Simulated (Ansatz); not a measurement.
Method: Ansatz 0.2.0, DFT PBE, scalar-relativistic, plane waves, PAW. All cells share a 420 eV cutoff and Γ-centred k meshes spaced at most about 0.3 Å⁻¹ (about 0.25 or finer for metals, 2π included). No spin polarisation.

Formation energies are uncorrected and refer to the elements' standard structures at the same level.

All energies are static (0 K, no zero-point motion). The comparison covers the computed candidates alone. The reference form of C is held partly by dispersion forces, which this level lacks.

A search for Ti₄C₃ gave 6 distinct relaxed structures. Coordination counts C atoms around Ti (those within 1.25 times the shortest such distance or 1.15 times the sum of covalent radii, 1.27 where that leaves under three; a slash parts the counts of unlike sites). Cells relaxed within their symmetry can be saddle points.

Problem. Which structure of Ti₄C₃ came out lowest?

Solution. The one with space group R-3m (No. 166), reached from: a cell proposed by chemical analogy. It has a = 3.095 Å, c = 29.335 Å, 11.6 Å³/atom, no gap on the mesh. Around Ti on its first site lie 3 C at 2.07 Å; around Ti on its second site lie 6 C at 2.15–2.24 Å; around C on a site of symmetry 3m lie 3 Ti at 2.07 Å and 3 Ti at 2.24 Å; around C on a site of symmetry -3m lie 6 Ti at 2.15 Å. Its energy over the elements is −0.76 eV/atom. It lies below the elements, which doesn't yet make it stable against other compounds or structures. An observed structure of this formula, if there is one, may be missing.

```cif
data_structure
_symmetry_space_group_name_H-M 'R-3m:H'
_symmetry_Int_Tables_number 166
_cell_length_a 3.0946
_cell_length_b 3.0946
_cell_length_c 29.3350
_cell_angle_alpha 90.000
_cell_angle_beta 90.000
_cell_angle_gamma 120.000
_cell_volume 243.29
loop_
_atom_site_label
_atom_site_type_symbol
_atom_site_symmetry_multiplicity
_atom_site_Wyckoff_symbol
_atom_site_fract_x
_atom_site_fract_y
_atom_site_fract_z
_atom_site_occupancy
Ti1 Ti 6 c 0.33333 0.66667 0.78887 1
Ti2 Ti 6 c 0.66667 0.33333 0.95938 1
C1 C 6 c 0.00000 0.00000 0.75323 1
C2 C 3 a 0.00000 0.00000 0.00000 1
```

Problem. How much higher is the C2/m structure with 11.6 Å³/atom and coordination Ti 4/5 (reached from: Te4Rh3 type (C2/m))?

Solution. 38 meV/atom. It has no gap on its mesh.

Problem. How much higher is the Pm-3m structure with 11.4 Å³/atom and coordination Ti 4/6 (reached from: ordered vacancies on the anion sites of rock salt)?

Solution. 57 meV/atom. It has no gap on its mesh.

Some types were kept out of the candidates beforehand, so the set may lack a known form.
